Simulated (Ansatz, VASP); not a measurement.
Au: programs and potentials compared

The starting cell:

```xyz
1
Lattice="0.0000 2.0350 2.0350 2.0350 0.0000 2.0350 2.0350 2.0350 0.0000" Properties=species:S:1:pos:R:3 pbc="T T T"
Au    0.0000    0.0000    0.0000
```

Alike in all runs: task relaxation of cell and atoms; functional PBE; k mesh 11 × 11 × 11; occupations fermi-dirac, width 0.05 eV; no spin polarisation; no spin-orbit coupling.

| program and potentials | plane-wave cutoff (eV) | notes | equilibrium volume (Å³/atom) |
| --- | --- | --- | --- |
| Ansatz, Ansatz PAW | 420 | 19 valence electrons an atom on average | 17.97 |
| VASP, PBE PAW files Au, release 54, 600 eV | 600 | 11 valence electrons an atom on average | 17.95 |
| VASP, PBE PAW files Au, release 54, 580 eV | 580 | 11 valence electrons an atom on average | 17.94 |
| VASP, PBE PAW files Au, 600 eV | 600 | 11 valence electrons an atom on average | 17.94 |
| Ansatz, all-electron LAPW, scalar-relativistic | - | - | 17.96 |

The equilibrium volume spans 17.94 (VASP, PBE PAW files Au, 600 eV) to 17.97 Å³/atom (Ansatz, Ansatz PAW), with all-electron results at 17.96. Relaxations stop with a little pressure left, so the last digit of a volume isn't settled.

Differences between rows come from potentials, basis sets and numerical settings, since the functional is the same but for its coding. Runs on potential files found faulty are left out.
